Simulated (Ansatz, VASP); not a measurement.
## One calculation of BP, two programs

```
B P
1.0
     0.00000    2.11697    2.38828
     2.38828    0.00000    2.38828
     2.38828    2.11697    0.00000
B P
1 1
Direct
  0.00000 0.00000 0.00000
  0.75000 0.75000 0.75000
```

Alike in both runs: task single point; functional PBE; k mesh 12 × 12 × 12; occupations gaussian, width 0.05 eV; no spin polarisation.

|  | VASP | Ansatz |
| --- | --- | --- |
| version | VASP 6.6.1 | Ansatz 0.2.0 |
| potentials or method | VASP PAW PBE potentials, release 64 (B, P) | scalar-relativistic, plane waves, PAW |
| plane-wave cutoff (eV) | 520 | 520 |
| valence electrons in the cell | 8 | 8 |

Ansatz gave:

* gap on the k mesh at the Fermi level (eV): none
* pressure (GPa): -4.3
* largest component of the traceless stress (GPa): 17.35

**Question.** Which values does VASP return?

**Answer.** gap on the k mesh at the Fermi level (eV): none; pressure (GPa): -4.5; largest component of the traceless stress (GPa): 17.37.

A gap of «none» marks a metal or a gap that the smearing closes.
